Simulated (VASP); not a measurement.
# SiC in VASP: how settings move the r2SCAN single point

Aim: see what changed inputs do to the r2SCAN single point of zincblende SiC, under +2.0 % equal strain in all directions.

Code: VASP 6.6.1. PAW datasets, plane waves. Calculated at 0 K for a non-magnetic cell.

**1. The system as given**

The cell comes from an earlier relaxation with r2SCAN in another program.

The symmetry is F-43m (No. 216, cubic); a = 4.443 Å in the conventional setting, 10.96 Å³ an atom. Near Si stand 4 C at 1.92 Å; near C stand 4 Si at 1.92 Å.

Structure file:

```
CELL_PARAMETERS angstrom
0.00000 2.22161 2.22161
2.22161 0.00000 2.22161
2.22161 2.22161 0.00000
ATOMIC_POSITIONS crystal
Si 0.00000 0.00000 0.00000
C 0.25000 0.25000 0.25000
```

**2. The reference run**

INCAR

```
ENCUT = 520.000000
SIGMA = 0.010000
EDIFF = 1.00e-07
ALGO = Normal
METAGGA = R2SCAN
PREC = Accurate
IBRION = -1
ISIF = 2
ISMEAR = 0
NBANDS = 11
NELM = 120
NSW = 0
LASPH = .TRUE.
LCHARG = .FALSE.
LWAVE = .FALSE.
LREAL = .FALSE.
```

KPOINTS

```
KPOINTS created by Atomic Simulation Environment
0
Gamma
10 10 10
0 0 0
```

POSCAR

```
Si C
 1.0000000000000000
     0.0000000000000000    2.2216133981000001    2.2216133981000001
     2.2216133981000001    0.0000000000000000    2.2216133981000001
     2.2216133981000001    2.2216133981000001    0.0000000000000000
 Si  C
   1   1
Cartesian
  0.0000000000000000  0.0000000000000000  0.0000000000000000
  1.1108066990499998  1.1108066990499998  1.1108066990499998
```

A file KPOINTS_OPT adds named points for the levels; it doesn't enter the self-consistent loop.

Potentials: the recommended PBE PAW datasets, 8 valence electrons.

Command:

```sh
> mpirun -np 1 vasp_std
```

The closing lines of the self-consistent loop in OSZICAR:

```text
DAV:  10    -0.192765823262E+02   -0.90752E-04   -0.80764E-05  1148   0.771E-02    0.130E-02
DAV:  11    -0.192765803121E+02    0.20141E-05   -0.31775E-06  1318   0.107E-02    0.389E-03
DAV:  12    -0.192765804050E+02   -0.92846E-07   -0.13002E-07  1169   0.319E-03
   1 F= -.19276580E+02 E0= -.19276580E+02  d E =-.152454E-81
```

Run time: 29 s. Hardware: 1 MPI rank of Intel Xeon Platinum 8488C, shared host; peak memory 0.15 GiB.

It gives: energy (σ→0) -19.2766 eV, pressure -12.13 GPa, gap on the mesh 1.76 eV.

**3. Altered input 1**

Changes to INCAR since step 2:

```diff
@@ -10,3 +10,2 @@
 NBANDS = 11
-NELM = 120
 NSW = 0
@@ -16 +15,3 @@
 LREAL = .FALSE.
+ISYM = 0
+NELM = 96
```

KPOINTS

```
KPOINTS created by Atomic Simulation Environment
0
Gamma
4 4 4
0 0 0
```

POSCAR is that of step 2.

Command:

```sh
> mpirun -np 1 vasp_std
```

Printed to the terminal (iteration lines stand in OSZICAR):

```text
POSCAR found type information on POSCAR SiC
 POSCAR found :  2 types and       2 ions
 -----------------------------------------------------------------------------
|                                                                             |
|                                                                             |
|     You enforced a specific xc type in the INCAR file but a different       |
|     I HOPE YOU KNOW WHAT YOU ARE DOING!                                     |
|                                                                             |
 -----------------------------------------------------------------------------

 LDA part: xc-table for (None), standard interpolation
 POSCAR, INCAR and KPOINTS ok, starting setup
 FFT: planning ... GRIDC
 FFT: planning ... GRID_SOFT
 FFT: planning ... GRID
 WAVECAR not read
 entering main loop
```

OSZICAR:

```text
N       E                     dE             d eps       ncg     rms          rms(c)
DAV:   1    -0.454540039814E-01   -0.45454E-01   -0.40457E+03   816   0.623E+02
DAV:   2    -0.214475690284E+02   -0.21402E+02   -0.20258E+02  1016   0.114E+02
DAV:   3    -0.221100442638E+02   -0.66248E+00   -0.66132E+00   983   0.167E+01
DAV:   4    -0.221125830550E+02   -0.25388E-02   -0.25387E-02   905   0.132E+00
DAV:   5    -0.221125947666E+02   -0.11712E-04   -0.11712E-04   983   0.832E-02    0.865E+00
DAV:   6    -0.191085254870E+02    0.30041E+01   -0.49715E+00   891   0.104E+01    0.475E+00
DAV:   7    -0.191474152143E+02   -0.38890E-01   -0.47433E-01   997   0.397E+00    0.232E+00
DAV:   8    -0.191578742151E+02   -0.10459E-01   -0.21254E-02   873   0.111E+00    0.148E-01
DAV:   9    -0.191582206507E+02   -0.34644E-03   -0.60134E-04  1085   0.205E-01    0.125E-01
DAV:  10    -0.191583160308E+02   -0.95380E-04   -0.81431E-05   900   0.755E-02    0.111E-02
DAV:  11    -0.191583147615E+02    0.12692E-05   -0.51543E-06  1015   0.137E-02    0.412E-03
DAV:  12    -0.191583149000E+02   -0.13850E-06   -0.18756E-07   888   0.367E-03    0.686E-04
DAV:  13    -0.191583148627E+02    0.37378E-07   -0.13388E-08   540   0.681E-04
   1 F= -.19158315E+02 E0= -.19158315E+02  d E =-.181783E-15
```

From OUTCAR:

```text
k-points           NKPTS =     36   k-points in BZ     NKDIM =     36   number of bands    NBANDS=     11

   NELECT =       8.0000    total number of electrons

   dimension x,y,z NGX =    24 NGY =   24 NGZ =   24
   dimension x,y,z NGXF=    48 NGYF=   48 NGZF=   48

  energy-cutoff  :      520.00
  volume of cell :       21.93
      direct lattice vectors                 reciprocal lattice vectors
     0.000000000  2.221613398  2.221613398    -0.225061660  0.225061660  0.225061660
     2.221613398  0.000000000  2.221613398     0.225061660 -0.225061660  0.225061660
     2.221613398  2.221613398  0.000000000     0.225061660  0.225061660 -0.225061660

 k-points in reciprocal lattice and weights: KPOINTS created by Atomic Simulation Env
   0.00000000  0.00000000  0.00000000       0.016
   0.25000000  0.00000000  0.00000000       0.031
   0.00000000  0.25000000  0.00000000       0.031
   0.00000000  0.00000000  0.25000000       0.031
   0.25000000  0.25000000  0.25000000       0.031
   0.50000000  0.00000000  0.00000000       0.016
   0.00000000  0.50000000  0.00000000       0.016
   0.00000000  0.00000000  0.50000000       0.016
[... 28 more k-points ...]

 E-fermi :   7.4504

 k-point     1 :       0.0000    0.0000    0.0000
  band No.  band energies     occupation
      1      -8.3435      2.00000
      2       7.3975      2.00000
      3       7.3975      2.00000
      4       7.3975      2.00000
      5      13.4986      0.00000
      6      14.7853      0.00000
      7      14.7853      0.00000
      8      14.7853      0.00000
      9      22.2105      0.00000
     10      22.2105      0.00000
     11      24.1663      0.00000

 k-point     2 :       0.2500    0.0000    0.0000
  band No.  band energies     occupation
      1      -7.1644      2.00000
      2       3.0134      2.00000
      3       6.7659      2.00000
      4       6.7659      2.00000
      5      13.3824      0.00000
      6      15.4590      0.00000
      7      15.4590      0.00000
      8      17.0075      0.00000
      9      20.8849      0.00000
     10      20.8849      0.00000
     11      22.9946      0.00000

 k-point     3 :       0.0000    0.2500    0.0000
  band No.  band energies     occupation
      1      -7.1644      2.00000
      2       3.0134      2.00000
      3       6.7659      2.00000
      4       6.7659      2.00000
      5      13.3824      0.00000
      6      15.4590      0.00000
      7      15.4590      0.00000
      8      17.0075      0.00000
      9      20.8849      0.00000
     10      20.8849      0.00000
     11      22.9946      0.00000

 k-point     4 :       0.0000    0.0000    0.2500
  band No.  band energies     occupation
      1      -7.1644      2.00000
      2       3.0134      2.00000
      3       6.7659      2.00000
      4       6.7659      2.00000
      5      13.3824      0.00000
      6      15.4590      0.00000
      7      15.4590      0.00000
      8      17.0075      0.00000
      9      20.8849      0.00000
     10      20.8849      0.00000
     11      22.9946      0.00000

[... the tables of k-points 5 to 36 left out ...]

  Total       -1.6287118     -1.6287112     -1.6287112      0.0000025      0.0000078      0.0000041
  in kB     -118.9924438   -118.9923983   -118.9923940      0.0001846      0.0005730      0.0003001
  external PRESSURE =    -118.9924120 kB  Pullay stress =       0.0000000 kB

 POSITION                                       TOTAL-FORCE (eV/Angst)
 -----------------------------------------------------------------------------------
      0.00000      0.00000      0.00000         0.000001      0.000000     -0.000000
      1.11081      1.11081      1.11081        -0.000001     -0.000000      0.000000
 -----------------------------------------------------------------------------------
    total drift:                               -0.000001      0.000000      0.000002

  FREE ENERGIE OF THE ION-ELECTRON SYSTEM (eV)
  ---------------------------------------------------
  free  energy   TOTEN  =       -19.1583148627 eV

  energy  without entropy=      -19.1583148627  energy(sigma->0) =      -19.15831486
```

Run time: 22 s. Hardware: 1 MPI rank of Intel Xeon Platinum 8488C, shared host; peak memory 0.14 GiB.

Changed: ISYM = 0, NELM = 96, mesh 4×4×4. VASP runs to the end. Against the reference the energy moves by +59.1 meV/atom; the gap on the mesh goes from 1.76 to 1.72 eV. These settings are too coarse to quote the result as the crystal's.

**4. Altered input 2**

INCAR

```
ENCUT = 520.000000
EDIFF = 1.00e-07
ALGO = Normal
METAGGA = R2SCAN
PREC = Accurate
IBRION = -1
ISIF = 2
NBANDS = 11
NELM = 120
NSW = 0
LASPH = .TRUE.
LCHARG = .FALSE.
LWAVE = .FALSE.
LREAL = .FALSE.
ISMEAR = 1
SIGMA = 0.05
```

KPOINTS is that of step 2.

POSCAR is that of step 2.

Command:

```sh
> mpirun -np 1 vasp_std
```

Standard output, without the iteration lines:

```text
POSCAR found type information on POSCAR SiC
 POSCAR found :  2 types and       2 ions
 -----------------------------------------------------------------------------
|                                                                             |
|                                                                             |
|     You enforced a specific xc type in the INCAR file but a different       |
|     I HOPE YOU KNOW WHAT YOU ARE DOING!                                     |
|                                                                             |
 -----------------------------------------------------------------------------

 LDA part: xc-table for (None), standard interpolation
 POSCAR, INCAR and KPOINTS ok, starting setup
 FFT: planning ... GRIDC
 FFT: planning ... GRID_SOFT
 FFT: planning ... GRID
 WAVECAR not read
 entering main loop
```

OSZICAR:

```text
N       E                     dE             d eps       ncg     rms          rms(c)
DAV:   1     0.110479407652E-01    0.11048E-01   -0.39155E+03  1042   0.622E+02
DAV:   2    -0.214595434184E+02   -0.21471E+02   -0.20396E+02  1334   0.114E+02
DAV:   3    -0.221723699304E+02   -0.71283E+00   -0.71158E+00  1265   0.172E+01
DAV:   4    -0.221752523473E+02   -0.28824E-02   -0.28822E-02  1213   0.140E+00
DAV:   5    -0.221752657704E+02   -0.13423E-04   -0.13423E-04  1255   0.899E-02    0.858E+00
DAV:   6    -0.192260447112E+02    0.29492E+01   -0.49148E+00  1148   0.102E+01    0.470E+00
DAV:   7    -0.192660647456E+02   -0.40020E-01   -0.43172E-01  1253   0.382E+00    0.232E+00
DAV:   8    -0.192761682186E+02   -0.10103E-01   -0.19595E-02  1109   0.107E+00    0.142E-01
DAV:   9    -0.192764827882E+02   -0.31457E-03   -0.50366E-04  1482   0.189E-01    0.120E-01
DAV:  10    -0.192765735401E+02   -0.90752E-04   -0.80764E-05  1148   0.771E-02    0.130E-02
DAV:  11    -0.192765715256E+02    0.20144E-05   -0.31776E-06  1318   0.107E-02    0.389E-03
DAV:  12    -0.192765716192E+02   -0.93588E-07   -0.13002E-07  1169   0.319E-03
   1 F= -.19276572E+02 E0= -.19276575E+02  d E =0.971076E-05
```

OUTCAR, selected sections:

```text
k-points           NKPTS =     47   k-points in BZ     NKDIM =     47   number of bands    NBANDS=     11

   NELECT =       8.0000    total number of electrons

   dimension x,y,z NGX =    24 NGY =   24 NGZ =   24
   dimension x,y,z NGXF=    48 NGYF=   48 NGZF=   48

  energy-cutoff  :      520.00
  volume of cell :       21.93
      direct lattice vectors                 reciprocal lattice vectors
     0.000000000  2.221613398  2.221613398    -0.225061660  0.225061660  0.225061660
     2.221613398  0.000000000  2.221613398     0.225061660 -0.225061660  0.225061660
     2.221613398  2.221613398  0.000000000     0.225061660  0.225061660 -0.225061660

 k-points in reciprocal lattice and weights: KPOINTS created by Atomic Simulation Env
   0.00000000  0.00000000  0.00000000       0.001
   0.10000000  0.00000000  0.00000000       0.008
   0.20000000  0.00000000  0.00000000       0.008
   0.30000000  0.00000000  0.00000000       0.008
   0.40000000  0.00000000  0.00000000       0.008
   0.50000000  0.00000000  0.00000000       0.004
   0.10000000  0.10000000  0.00000000       0.006
   0.20000000  0.10000000  0.00000000       0.024
[... 39 more k-points ...]

 E-fermi :   7.3885

 k-point     1 :       0.0000    0.0000    0.0000
  band No.  band energies     occupation
      1      -8.3782      2.00000
      2       7.3468      1.99675
      3       7.3468      1.99675
      4       7.3468      1.99674
      5      13.4534      0.00000
      6      14.7735      0.00000
      7      14.7735      0.00000
      8      14.7735      0.00000
      9      22.2044      0.00000
     10      22.2044      0.00000
     11      24.1722      0.00000

 k-point     2 :       0.1000    0.0000    0.0000
  band No.  band energies     occupation
      1      -8.1849      2.00000
      2       6.3031      2.00000
      3       7.2083      2.00000
      4       7.2084      2.00000
      5      13.7924      0.00000
      6      15.0237      0.00000
      7      15.0237      0.00000
      8      15.0411      0.00000
      9      21.3156      0.00000
     10      21.3156      0.00000
     11      24.1863      0.00000

 k-point     3 :       0.2000    0.0000    0.0000
  band No.  band energies     occupation
      1      -7.6155      2.00000
      2       4.1472      2.00000
      3       6.8902      2.00000
      4       6.8902      2.00000
      5      13.5684      0.00000
      6      15.4161      0.00000
      7      15.4161      0.00000
      8      16.3154      0.00000
      9      20.6659      0.00000
     10      20.6659      0.00000
     11      23.2845      0.00000

 k-point     4 :       0.3000    0.0000    0.0000
  band No.  band energies     occupation
      1      -6.7120      2.00000
      2       1.8290      2.00000
      3       6.5617      2.00000
      4       6.5617      2.00000
      5      13.1595      0.00000
      6      15.3398      0.00000
      7      15.3398      0.00000
      8      17.4623      0.00000
      9      21.4689      0.00000
     10      21.4689      0.00000
     11      22.9408      0.00000

[... the tables of k-points 5 to 47 left out ...]

  Total       -1.6601859     -1.6601859     -1.6601859     -0.0000000     -0.0000000     -0.0000000
  in kB     -121.2919111   -121.2919111   -121.2919111     -0.0000000     -0.0000000     -0.0000000
  external PRESSURE =    -121.2919111 kB  Pullay stress =       0.0000000 kB

 POSITION                                       TOTAL-FORCE (eV/Angst)
 -----------------------------------------------------------------------------------
      0.00000      0.00000      0.00000         0.000000      0.000000      0.000000
      1.11081      1.11081      1.11081        -0.000000     -0.000000     -0.000000
 -----------------------------------------------------------------------------------
    total drift:                               -0.000000     -0.000000     -0.000000

  FREE ENERGIE OF THE ION-ELECTRON SYSTEM (eV)
  ---------------------------------------------------
  free  energy   TOTEN  =       -19.2765716192 eV

  energy  without entropy=      -19.2765813300  energy(sigma->0) =      -19.27657486
```

Wall time 24 s (1 MPI rank of Intel Xeon Platinum 8488C, shared host); peak memory 0.14 GiB.

Changed: ISMEAR = 1, SIGMA = 0.05. VASP runs to the end. Against the reference the energy moves by less than 0.1 meV/atom.

**5. Comparison**

| run | changed | ending | energy change (meV/atom) | pressure (GPa) | gap on the mesh (eV; negative: overlap) | electronic steps | time | usable |
| --- | --- | --- | --- | --- | --- | --- | --- | --- |
| ref. | – | converged | 0 | -12.1 | 1.76 | 12 | 29 s | yes |
| 1 | ISYM = 0, NELM = 96, mesh 4×4×4 | converged | 59.1 | -11.9 | 1.72 | 13 | 22 s | no |
| 2 | ISMEAR = 1, SIGMA = 0.05 | converged | 0.0 | -12.1 | 1.76 | 12 | 24 s | yes |

**Reading.** Of 2 altered inputs, 1 ended normally on a faulty or unsound input, 1 gave usable results.
